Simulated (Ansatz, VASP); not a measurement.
**Two plane-wave programs on Au**

The input INCAR:

```
ALGO = Normal
EDIFF = 1E-8
ENCUT = 520
GGA = CA
ISIF = 2
ISMEAR = -1
LASPH = T
LCHARG = F
LEFG = T
LREAL = F
LWAVE = F
NBANDS = 12
NELM = 80
PREC = Accurate
SIGMA = 0.03
```

File KPOINTS:

```
k-points
0
Gamma
  8 8 8
```

The input POSCAR:

```
Au
1.0
    0.0000000000      2.0856442657      2.0856442657
    2.0856442657      0.0000000000      2.0856442657
    2.0856442657      2.0856442657      0.0000000000
Au
1
Direct
    0.0000000000      0.0000000000      0.0000000000
```

Input for Ansatz:

```yaml
crystal:
  lattice:
    - [0.0, 2.0856442657, 2.0856442657]
    - [2.0856442657, 0.0, 2.0856442657]
    - [2.0856442657, 2.0856442657, 0.0]
  atoms:
    - { symbol: Au, position: [0.0, 0.0, 0.0] }
kpoints:
  mp_grid: { grid: [8, 8, 8] }
scf:
  occupations: { method: fermi_dirac, width: 0.03 }
hamiltonian:
  xc: lda
  pseudopotentials: { kind: paw }
output:
  forces: true
  stress: true
  eigenvalues: true
  efg: { contact_densities: true }
```

Alike in both runs: task electric field gradients; functional LDA; k mesh 8 × 8 × 8; occupations fermi-dirac, width 0.03 eV; no spin polarisation.

|  | VASP | Ansatz |
| --- | --- | --- |
| version | VASP 6.6.1 | Ansatz 0.2.0 |
| potentials or method | VASP PAW LDA potentials, release 64 (Au) | PAW with Ansatz's default frozen-core files, scalar-relativistic |
| plane-wave cutoff (eV) | 520 | 420 |
| valence electrons in the cell | 11 | 19 |

|  | VASP | Ansatz | Ansatz less VASP |
| --- | --- | --- | --- |
| pressure (GPa) | -12.4 | -12.8 | -0.36 |
| Vzz of the field gradient on the site that differs most (V/Å²) | 0.0 | 0.0 | 0.00 |

The two sets of potentials don't hold the same shells in valence. Ansatz warned: «gradients_without_spin_orbit».

The runs have no spin-orbit coupling, so splittings on Au are missing.
